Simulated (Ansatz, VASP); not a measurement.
**Two plane-wave programs on AlN**

```
Al N
1.0
     0.00000    2.19846    2.19846
     2.19846    0.00000    2.19846
     2.19846    2.19846    0.00000
Al N
1 1
Direct
  0.00000 0.00000 0.00000
  0.25000 0.25000 0.25000
```

Change from the starting cell: volume scaled by 1.02.

Alike in both runs: task single point; functional PBEsol; k mesh 10 × 10 × 10; occupations fermi-dirac, width 0.05 eV; no spin polarisation.

```csv
,VASP,Ansatz
version,VASP 6.6.1,Ansatz 0.2.0
potentials or method,"VASP PAW PBE potentials, release 64 (Al, N)",Ansatz PAW
plane-wave cutoff (eV),520,420
valence electrons in the cell,8,8
```

|  | VASP | Ansatz | Ansatz less VASP |
| --- | --- | --- | --- |
| gap on the k mesh at the Fermi level (eV) | 3.18 | 3.19 | +0.008 |
| least direct gap on the mesh (eV) | 3.96 | 3.94 | -0.015 |
| pressure (GPa) | -2.6 | -2.6 | +0.04 |

The functional is the same, so the differences come from potentials, cutoffs and numerics.

Caveats: the PAW data sets were made with another functional, which shifts forces and pressure a little (VASP); the pressure holds a Pulay correction of +0.5 GPa for the finite cutoff (Ansatz); the PAW data sets come from PBE, with cores solved anew for the run's functional, which leaves a small shift of forces and pressure (Ansatz). A k mesh can miss the band edges.
